A crystal of PtSe$_2$ is cut across a plane and its two halves are moved apart as rigid blocks. The cut runs through the layers, not between them, so it breaks Pt–Se bonds. It passes between two planes of Se atoms, so both faces end in Se and two inclined Pt–Se bonds are severed per cell of the cut. The halves move apart parallel to the layers, at right angles to the c axis, along which the layers are stacked. In the table, the opening $d$ is the extra distance between the halves, the separation energy $E$ is the cost per area of cut, and the traction $T$ is the slope of $E$. A positive traction means that the halves pull on each other. The row at −0.3 Å, where they are pressed together, is left open.

PtSe$_2$ (CdI2 type, a = 3.724, c = 5.062 Å) opened rigidly across a (100) plane, one cut per 12-atom cell, with neither the starting cell nor the atoms relaxed. Ansatz 0.2.0, plane-wave PAW, scalar-relativistic LDA without spin polarisation, 420 eV cutoff, 13×9×4 k mesh, Gaussian smearing of 0.15 eV. Energies are free energies per area of cut, relative to zero opening.

| opening (Å) | separation energy (mJ/m²) | traction (GPa (slope of the separation energy)) |
| --- | --- | --- |
| -0.3 | ? | ? |
| 0 | 0 | 0.09 |
| 0.5 | 730 | 20.23 |
| 1 | 1581 | 12.36 |
| 2 | 2165 | 2.34 |
| 3 | 2293 | 0.61 |
| 6 | 2334 | 0.00 |

**(a) What simple law joins the limits of small and large opening?**

*Solution.* Near the minimum a bonded plane acts like a spring, so the traction grows in proportion to $d$. Far apart, the electron clouds of the two faces no longer overlap. Since such clouds thin out roughly exponentially, so should the pull in LDA, which lacks the more slowly fading van der Waals attraction. The simplest form with both limits is

$$T=\frac{G}{l^2}\,d\,e^{-d/l},\qquad E=G\left[1-\left(1+\frac{d}{l}\right)e^{-d/l}\right],$$

where the second expression is the integral of the first. This is the universal binding-energy relation. $G$ is the full cost of separation and $l$ is the length over which bonding fades. For equal $G$, a shorter $l$ means a stiffer plane and a higher peak pull.

A fit to the six known energies gives $G$ = 2318 mJ/m² and $l$ = 0.433 Å, and misses no energy by more than 26 mJ/m². The computed cost at 6 Å belongs to two new faces. Atoms free to move at the faces should lower it, and so might spin polarisation at the broken bonds, which was not allowed here. The largest pull in the table, about 20 GPa at 0.5 Å, gives the rough size of the stress that would part a flawless crystal rigidly along this plane; the true peak is not located. It holds for a straight pull only. Both cut bonds lean the same way, so the halves should also push each other sideways along c, and letting them slip should lower the energy wherever they still interact. LDA often overbinds, and it ran here on PAW datasets made for PBE, so the absolute values are less secure than the shape of the curve.

**(b) Forecast the energy and the traction at −0.3 Å.**

*Solution.* Put $d/l=-0.3/0.433=-0.69$ into the law. The bracket becomes $1-0.31\times2.0\approx0.385$, so $E\approx0.385\times2318\approx890$ mJ/m². The same step gives a traction of −74 GPa, negative because the halves now push apart. This point lies outside the fit, on the side where no known row guides it.

The known rows hint that the law starts too stiff. At 0.5 Å it gives slightly too much energy, so its average pull up to there is too strong. Yet its pull at that very point is too weak, 19.5 against 20.2 GPa. It must therefore pull too hard somewhere before 0.5 Å. The likely place is near the minimum, and excess stiffness there would carry over into compression.

A second estimate uses only the three known rows nearest the minimum: a power series in $d$, fixed by the energies and tractions at 0, 0.5 and 1 Å. It gives 662 mJ/m² and −51 GPa. This is probably too low, since squeezed electrons gain kinetic energy and filled shells repel ever more steeply, which a series cut off at fifth order catches only in part.

The forecast is the midpoint of the two estimates: **780 ± 150 mJ/m²** and **−63 ± 15 GPa**. The bars are somewhat wider than half the gap, because neither estimate is a strict bound. The energy should clearly exceed that of an equal opening, and the push should be much larger than the greatest pull in the table.

The withheld rows as computed:

| opening (Å) | separation energy (mJ/m²) | traction (GPa (slope of the separation energy)) |
| --- | --- | --- |
| -0.3 | 699 | -55.49 |

**(c) What did the forecast get right, and where did it err?**

*Solution.* Both values fall within their bars, and both forecasts are too large in size, the energy by about 11 % of the computed value and the traction by 13 %. The lopsidedness is as expected. Pressing the halves together by 0.3 Å costs about twice the 336 mJ/m² that the series gives for opening them by as much.

The two estimates do enclose the result, but not evenly. The universal relation is 28 % too high in energy and the series only 5 % too low, so equal weights gave the relation too much say. The known rows had hinted that it was too stiff, but not how far to discount it.

Excess stiffness explains only part of the relation's error. Its spring constant is 123 GPa/Å, against 105 GPa/Å for the series. If the series is right there, the difference costs $\tfrac12\times18\times0.3^2\approx0.8$ GPa Å, or 80 mJ/m², less than half of the 194 mJ/m² by which the relation is too high. The rest would then mean that the relation also hardens too quickly.

The form of the law leaves room for this. A single length $l$ sets the initial stiffness, the hardening under pressure and the fading of the pull, and it was fitted to the known openings alone. Even there it can't serve every range: at 3 Å the law pulls with 0.36 GPa, the calculation with 0.61 GPa. Longer Se–Se contacts, within and between the layers, also cross the cut, and they need not fade over the same length as the Pt–Se bonds. The tilt of the cut Pt–Se bonds should feed both parts of the error, the stiffness and the hardening. A fixed tilt would only rescale $d$, and the fitted $l$ would absorb that, but these bonds turn as the halves move. By geometry, opening by 1 Å lengthens them by 0.90 Å, whereas pressing by 0.3 Å shortens them by only 0.25 Å, which is 0.85 Å for each Å of pressing. A law in $d$ fitted to openings therefore treats the bonds as more squeezed than they are.

How stiff, then, is the plane at its minimum? The computed row lies close to the series, which favours the lower spring constant. Two more points, at −0.1 and +0.1 Å, would test this directly. The fit and both estimates are printed below.

Printed output of the fit:

```
fit of separation_energy on 6 rows: coefficient of 1 - (1 + opening/s)*exp(-opening/s) 2318 +/- 11, s 0.4333; rms 17, worst 1.0 -25.9, leave-one-out rms 31.2
  rows outside the fit (model, value, miss): -0.3 892.7, 699, 194
universal relation against the calculation:
   row  relation_energy_mJ_m2  computed_energy  relation_traction_GPa  computed_traction
  -0.3                  892.7              699                    -74             -55.49
   0.0                      0                0                      0               0.09
   0.5                  743.2              730                  19.47              20.23
   1.0                   1555             1581                  12.28              12.36
   2.0                   2189             2165                  2.444               2.34
   3.0                   2300             2293                 0.3647               0.61
   6.0                   2318             2334              0.0007183                  0
greatest traction of the relation, GPa: 19.68
initial stiffness of the relation, GPa per angstrom: 123.4
initial stiffness of the power series, GPa per angstrom: 105.5
power series energy at -0.3 angstrom, mJ/m2: 661.6
power series traction at -0.3 angstrom, GPa: -51.42
FORECAST energy at -0.3 angstrom, mJ/m2 (error bar 150): 777.1
computed energy at -0.3 angstrom, mJ/m2: 699
miss of the energy forecast (forecast less computed), mJ/m2: 78.14
FORECAST traction at -0.3 angstrom, GPa (error bar 15): -62.71
computed traction at -0.3 angstrom, GPa: -55.49
miss of the traction forecast (forecast less computed), GPa: -7.221
power series energy at +0.3 angstrom, mJ/m2: 335.7
computed energy at -0.3 over series energy at +0.3 angstrom: 2.082
energy at 1 angstrom as percentage of that at 6 angstrom: 67.74
energy gained from 3 to 6 angstrom, mJ/m2: 41
energy at 6 angstrom per cell of the cut plane, eV: 2.746
mean energy per face at 6 angstrom, mJ/m2: 1167
```
